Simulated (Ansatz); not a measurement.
Structure: CaSe (wurtzite) (it has left that coordination), at its r2SCAN minimum. It is hexagonal, P6_3/mmc (No. 194); a = 5.006 Å, c = 5.876 Å in the conventional setting, 31.87 Å³ an atom. Ca has 5 Se at 2.89–2.94 Å; Se has 5 Ca at 2.89–2.94 Å. The cell started from the wurtzite prototype, but the relaxation took it to the higher symmetry P6_3/mmc (No. 194), so the name no longer describes it.

5 runs of Ansatz 0.2.0 on this cell differ in the functional (and in the settings that go with it). Levels are in eV from each run's valence top; v1 is the last filled band, c1 the first empty one.

Run A, mean stress -2.7 GPa (compression positive):
```
point     v2     v1    c1    c2
    Γ  -1.08   0.00  2.29  3.41
    M  -1.02  -0.51  2.89  3.10
    K  -1.31  -0.56  2.29  2.72
    A  -1.41  -1.41  3.53  3.53
    L  -1.08  -1.08  3.42  3.42
    H  -0.87  -0.87  3.25  3.25
```

Run B, mean stress 0.0 GPa (compression positive):
```
point     v2     v1    c1    c2
    Γ  -1.06   0.00  3.05  4.09
    M  -1.00  -0.52  3.54  3.71
    K  -1.30  -0.57  2.89  3.29
    A  -1.40  -1.40  4.24  4.24
    L  -1.05  -1.05  4.04  4.04
    H  -0.85  -0.85  3.85  3.85
```

Run C, mean stress +0.5 GPa (compression positive):
```
point     v2     v1    c1    c2
    Γ  -1.06   0.00  2.58  3.56
    M  -1.00  -0.51  3.04  3.28
    K  -1.29  -0.55  2.45  2.89
    A  -1.39  -1.39  3.77  3.77
    L  -1.05  -1.05  3.61  3.61
    H  -0.85  -0.85  3.42  3.42
```

Run D, mean stress +0.2 GPa (compression positive):
```
point     v2     v1    c1    c2
    Γ  -1.13   0.00  4.06  5.47
    M  -1.10  -0.56  4.86  4.96
    K  -1.45  -0.63  4.13  4.59
    A  -1.52  -1.52  5.40  5.40
    L  -1.14  -1.14  5.29  5.29
    H  -0.91  -0.91  5.19  5.19
```

Run E, mean stress +0.3 GPa (compression positive):
```
point     v2     v1    c1    c2
    Γ  -1.10   0.00  3.41  4.76
    M  -1.07  -0.54  4.16  4.27
    K  -1.41  -0.61  3.45  3.90
    A  -1.48  -1.48  4.72  4.72
    L  -1.10  -1.10  4.60  4.60
    H  -0.88  -0.88  4.49  4.49
```

Question: Match the runs to LDA, PBE, r2SCAN, HSE06, PBE0.

Answer: A is LDA, B is r2SCAN, C is PBE, D is PBE0, E is HSE06. In order of the gap: LDA 2.29, PBE 2.45, r2SCAN 2.89, HSE06 3.41, PBE0 4.06 eV.

(Calculated; spin-unpolarised; the phase may be known or hypothetical.)

Spin-orbit coupling is left out.

The program warns that its thresholds are loose for a hybrid's stress.

The meshes of the hybrids are coarse, so their gaps aren't converged to the digits shown.
